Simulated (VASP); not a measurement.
Set up this calculation in VASP 6.6.1, as the native input.

* Task: relaxation of the atoms
* Functional: PBEsol
* Potentials or basis: VASP PAW PBE potentials, release 64 (Si, C)
* Cutoff: 520 eV
* k mesh: 10 × 10 × 10
* Occupations: gaussian, width 0.02 eV
* Spin: no spin polarisation
* Dipole correction: no
* Further INCAR settings: ALGO = Normal; EDIFF = 1e-06; IBRION = 2; EDIFFG = -0.002; NSW = 60

The structure of SiC lies in POSCAR:

```
SiC
1.0
    0.0000000000      2.1702610700      2.2111066359
    2.1702610700      0.0000000000      2.2111066359
    2.1702610700      2.1702610700      0.0000000000
Si C
1 1
Direct
    0.0000000000      0.0000000000      0.0000000000
    0.2500000000      0.2500000000      0.2500000000
```

The cell was built by a generator and isn't the measured one.

The cell isn't the ideal one: strained cell.

One way to write it, as run:

INCAR

```
SYSTEM = SiC
  PREC = Accurate
  ENCUT = 520
  EDIFF = 1E-6
  ISMEAR = 0
  SIGMA = 0.02
  LREAL = .False.
  LASPH = .True.
  NELM = 100
  ALGO = Normal
  ISIF = 2
  LWAVE = .False.
  LCHARG = .False.
  GGA = PS
  IBRION = 2
  NSW = 60
  EDIFFG = -0.002
```

KPOINTS

```
Automatic mesh
0
Gamma
  10 10 10
  0 0 0
```

Potentials or basis: VASP PAW PBE potentials, release 64 (Si, C).

Launch:

```console
$ cat potpaw_PBE.64/Si/POTCAR potpaw_PBE.64/C/POTCAR > POTCAR
$ mpirun -np 1 vasp_std > vasp.out
```

It gave:

```
Pressure after relaxing : -1.3 GPa
Band gap on the k mesh  : 1.14 eV, indirect (least direct gap 4.42 eV)
```

Caveat: the relaxation stopped at its first step, so nothing moved; the PAW data sets were made with another functional, which shifts forces and pressure a little.

Wall time 7.8 s on 1 thread of Intel(R) Xeon(R) 6975P-C (Granite Rapids), with other jobs on the host, peak memory 0.14 GiB.
